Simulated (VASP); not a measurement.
# Vibrations of SiC (Moissanite) at several levels of theory, part 4 of 4

How much do the zone-centre frequencies of SiC (Moissanite) depend on the functional? The starting structure is a measured crystal structure from the Crystallography Open Database.

VASP 6.6.1.

Results so far: LDA B1 (2) 840.5 cm⁻¹; LDA at the measured cell B1 (2) 824.0 cm⁻¹; PBEsol B1 (2) 827.1 cm⁻¹; PBE B1 (2) 816.7 cm⁻¹; PBEsol + D3(BJ) B1 (2) 843.2 cm⁻¹; r2SCAN B1 (2) 847.5 cm⁻¹.

## Step 8: Modes with r2SCAN + rVV10

Level of this step: r2SCAN with rVV10; plane waves and PAW (Si, C) (VASP).

rVV10 adds a nonlocal correlation energy for dispersion. The cell comes from a relaxation at this level, not shown (41.21 Å³).

Input file INCAR:

```
SYSTEM = SiC
PREC = Accurate
ENCUT = 520
EDIFF = 1E-08
NELM = 100
ISMEAR = 0
SIGMA = 0.03
LREAL = .FALSE.
ALGO = Normal
METAGGA = R2SCAN
LUSE_VDW = .TRUE.
IVDW_NL = 2
BPARAM = 11.95
CPARAM = 0.0093
LASPH = .TRUE.
NBANDS = 14
LORBIT = 11
LWAVE = .FALSE.
LCHARG = .FALSE.
KPAR = 8
IBRION = 6
NFREE = 2
POTIM = 0.015
NSW = 1
ISIF = 2
```

Input file POSCAR:

```
SiC
1.0
    3.0716960571      0.0000000000      0.0000000000
   -1.5358480286      2.6601668181      0.0000000000
    0.0000000000      0.0000000000      5.0431197585
Si C
2 2
Direct
    0.6666666667      0.3333333333      0.5046225535
    0.3333333333      0.6666666667      0.0046225535
    0.6666666667      0.3333333333      0.8803774465
    0.3333333333      0.6666666667      0.3803774465
```

Input file KPOINTS:

```
Automatic mesh
0
Gamma
12 12 6
0 0 0
```

The projector-augmented-wave data sets are Si and C (PBE family, release 64).

Launch:

```bash
$ mpirun -np 8 vasp_std
```

Output:

```text
[banner, memory and clock lines left out]
running    8 mpi-ranks, on    1 nodes
[...]
[... a notice as in an earlier step ...]

|                                                                             |
|               ----> ADVICE to this user running VASP <----                  |
|                                                                             |
|     You have switched on vdW-DFT.                                           |
|     This routine was written and supplied by Jiri Klimes. We recommend      |
|     that you carefully read and cite the following publications:            |
|       J. Klimes, D.R. Bowler, A. Michelides                                 |
|          J. Phys.: Cond Matt. 22 022201 (2010)                              |
|       J. Klimes, D.R. Bowler, A. Michelides                                 |
|          Phys. Rev. B. 83, 195131 (2011)                                    |
|     and references therein.                                                 |
[...]
Total rVV10 correction in eV:      0.2104503    18.8289737
Total rVV10 correction in eV:      0.2104503    18.8289737
Total rVV10 correction in eV:      0.2104504    18.8289737
Total rVV10 correction in eV:      0.2104504    18.8289737
Total rVV10 correction in eV:      0.2104504    18.8289737
Total rVV10 correction in eV:      0.2104504    18.8289737
Total rVV10 correction in eV:      0.2104504    18.8289737
Total rVV10 correction in eV:      0.2104504    18.8289737
Total rVV10 correction in eV:      0.2104504    18.8289737
Total rVV10 correction in eV:      0.2104504    18.8289737
   1 F= -.38426735E+02 E0= -.38426735E+02  d E =-.292406E-20
[... from here on, the cycles between the ionic steps are left out ...]
   2 F= -.38424409E+02 E0= -.38424409E+02  d E =-.229408E-16
   3 F= -.38424409E+02 E0= -.38424409E+02  d E =-.229473E-16
   4 F= -.38423505E+02 E0= -.38423505E+02  d E =-.306693E-15
   5 F= -.38423596E+02 E0= -.38423596E+02  d E =-.123449E-24
   6 F= -.38424478E+02 E0= -.38424478E+02  d E =-.463048E-18
   7 F= -.38424478E+02 E0= -.38424478E+02  d E =-.463228E-18
   8 F= -.38423938E+02 E0= -.38423938E+02  d E =-.286920E-25
   9 F= -.38423858E+02 E0= -.38423858E+02  d E =-.125751E-15
 Finite differences progress:
  Degree of freedom:   4/  4
  Displacement:        2/  2
  Total:               8/  8
```

The job ended after 13 min (8 MPI ranks of AMD EPYC 7R43, shared host; peak memory 4 GiB).

From OUTCAR (step 8):

```text
  Total       -0.0682247     -0.0682247      0.1458873      0.0000000     -0.0000000      0.0000000
  in kB       -2.6525623     -2.6525623      5.6720703      0.0000000     -0.0000000      0.0000000
  external PRESSURE =       0.1223152 kB  Pullay stress =       0.0000000 kB

 POSITION                                       TOTAL-FORCE (eV/Angst)
 -----------------------------------------------------------------------------------
      1.53585      0.88672      2.54487        -0.000000     -0.000000     -0.139387
     -0.00000      1.77344      0.02331         0.000000      0.000000     -0.148148
      1.53585      0.88672      4.42485         0.000000     -0.000000      0.386787
     -0.00000      1.77344      1.91829         0.000000     -0.000000     -0.099251
 -----------------------------------------------------------------------------------
    total drift:                                0.000000     -0.000000      0.000315

  FREE ENERGIE OF THE ION-ELECTRON SYSTEM (eV)
  ---------------------------------------------------
  free  energy   TOTEN  =       -38.4238581094 eV

  energy  without entropy=      -38.4238581094  energy(sigma->0) =      -38.42385811

[... 1 part as in an earlier step ...]

[... 2 further parts left out ...]
[key lines of the parts left out:]
E-fermi :   8.3603
```

With r2SCAN + rVV10 the modes are at the top B1 (2) 849.3, E1 804.5 cm⁻¹, at the bottom B1 (1) 606.1, E2 (1) 269.9 cm⁻¹, with 2 more of the listed ones between; the largest shift is +12.0 cm⁻¹, in E2 (1), from LDA.

## Step 9: Comparison

```
                     run  B1 (2)     E1     A1  E2 (2)  B1 (1)  E2 (1)                method  core minutes
                     LDA   840.5  799.9  769.8   766.4   597.9   257.9   perturbation theory          83.0
LDA at the measured cell   824.0  784.2  754.7   748.7   588.1   258.5   perturbation theory          81.7
                  PBEsol   827.1  790.6  761.1   757.5   590.0   253.3   perturbation theory          89.8
                     PBE   816.7  778.5  749.6   742.9   584.1   257.1   perturbation theory          89.1
         PBEsol + D3(BJ)   843.2  805.7  776.2   774.8   599.0   252.7  finite displacements          26.7
                  r2SCAN   847.5  802.3  773.1   764.8   604.2   271.4  finite displacements         123.0
          r2SCAN + rVV10   849.3  804.5  775.6   767.7   606.1   269.9  finite displacements         100.0
```

Modes are in cm⁻¹, degenerate ones as one, matched between runs by symmetry and order. A number in brackets counts the listed modes of one symmetry from the lowest. The symmetry labels come from an automatic analysis and can be wrong where levels nearly coincide. Core minutes are wall time times ranks of the run shown, on a shared host.

## Step 10: Summary of results

| Quantity | Value |
| --- | --- |
| B1 (2), LDA | 840.5 cm⁻¹ |
| E2 (1), LDA | 257.9 cm⁻¹ |
| B1 (2), LDA at the measured cell | 824.0 cm⁻¹ |
| E2 (1), LDA at the measured cell | 258.5 cm⁻¹ |
| B1 (2), PBEsol | 827.1 cm⁻¹ |
| E2 (1), PBEsol | 253.3 cm⁻¹ |
| B1 (2), PBE | 816.7 cm⁻¹ |
| E2 (1), PBE | 257.1 cm⁻¹ |
| B1 (2), PBEsol + D3(BJ) | 843.2 cm⁻¹ |
| E2 (1), PBEsol + D3(BJ) | 252.7 cm⁻¹ |
| B1 (2), r2SCAN | 847.5 cm⁻¹ |
| E2 (1), r2SCAN | 271.4 cm⁻¹ |
| B1 (2), r2SCAN + rVV10 | 849.3 cm⁻¹ |
| E2 (1), r2SCAN + rVV10 | 269.9 cm⁻¹ |

On the cells relaxed at each level, the B1 (2) mode of SiC (Moissanite), the highest of the listed ones in the run with LDA, lies between 817 cm⁻¹ (PBE) and 849 cm⁻¹ (r2SCAN + rVV10). On the cells relaxed at each level, the E2 (1) mode of SiC (Moissanite), the lowest of the listed ones in the run with LDA, lies between 253 cm⁻¹ (PBEsol + D3(BJ)) and 271 cm⁻¹ (r2SCAN). Taking the measured cell, +1.8 % in volume, instead of the one relaxed with LDA moves E2 (2) by -17.7 cm⁻¹. Some levels use perturbation theory and the others finite displacements, so their times can't be compared. LASPH is on in some of these runs and off in others, which adds a little to the differences. The dielectric constants and Born charges in the logs aren't compared here; at a small gap they can be far off, and in a run without a gap they mean nothing. The frequencies are harmonic, and the splitting of polar modes by their long-range field is left out. Further runs on this material are not shown.

[Lines on the potential files, build, host, timing and source positions are cut from VASP's logs without a mark.]

[Logs are printed without paths, hosts, clocks, repeated set-up lines and the standing remarks that a program may print on its own settings, such as how far it seeks lower states.]

[Hosts, paths, dates, database ids (printed as entryN), source tags and the programs' standing remarks are cut or masked in the printed files.]
